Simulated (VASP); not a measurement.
Crystal: C.

```xyz
8
Lattice="2.5221 0.0000 0.0000 -1.2611 2.1842 0.0000 0.0000 0.0000 8.2371" Properties=species:S:1:pos:R:3 pbc="T T T"
C     1.2611    0.7281    6.9501
C     0.0000    1.4561    2.8315
C     1.2611    0.7281    5.4056
C     0.0000    1.4561    1.2870
C     0.0000    0.0000    7.4649
C     0.0000    0.0000    3.3463
C     0.0000    0.0000    4.8908
C     0.0000    0.0000    0.7722
```

This is a hexagonal form of diamond, not graphite.

Base run:

```yaml
Program: VASP 6.6.1
Functional: RPBE
Potentials_or_basis: VASP PAW PBE potentials, release 64 (C)
Cutoff: 520 eV
k_mesh: 12 × 12 × 4
Occupations: fermi-dirac, width 0.05 eV
Spin: no spin polarisation
```

Its results: band gap on the k mesh 4.41 eV, indirect (least direct gap 5.18 eV).

Question: The run is repeated on the same cell with these changes: functional from RPBE to PBEsol; further incar settings from ALGO = Normal; EDIFF = 1e-06 to ALGO = Fast; EDIFF = 1e-07. What comes out?

Answer: Band gap on the k mesh 4.27 eV, indirect (least direct gap 5.12 eV).
